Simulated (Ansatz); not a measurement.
**LiCl (Pm) at 3 levels of theory**

One geometry, relaxed with PBE; plane waves with PAW potentials in Ansatz, scalar-relativistic. No spin polarisation. Gaps are the least over mesh and band path; pressure is positive in compression.

```
Li Cl
1.0
     6.24942    0.00000    0.00111
     0.00000    3.60127    0.00000
    -2.75236    0.00000    5.64591
Li Cl
3 3
Direct
  0.33720 0.00000 0.18694
  0.82808 0.00000 0.26228
  0.50876 0.50000 0.65083
  0.50180 0.50000 0.01977
  0.69953 0.00000 0.57284
  0.12463 0.50000 0.30734
```

| level | cutoff (eV) | k mesh | gap (eV) | pressure (GPa) |
| --- | --- | --- | --- | --- |
| PBE | 420 | 4×6×4 | 5.53 | 0.0 |

**Question.** What comes out on the same cell with r2SCAN, PBEsol?

**Answer.**
```tsv
level	cutoff (eV)	k mesh	gap (eV)	pressure (GPa)
r2SCAN	500	4×6×4	6.19	-0.5
PBEsol	420	4×6×4	5.39	-1.0
```

Another cell of LiCl relaxed alike, in Fm-3m, lies 36 meV/atom lower, so this cell isn't the stable form at this level.

The cell was found from a structure generator's guess, not taken from experiment.
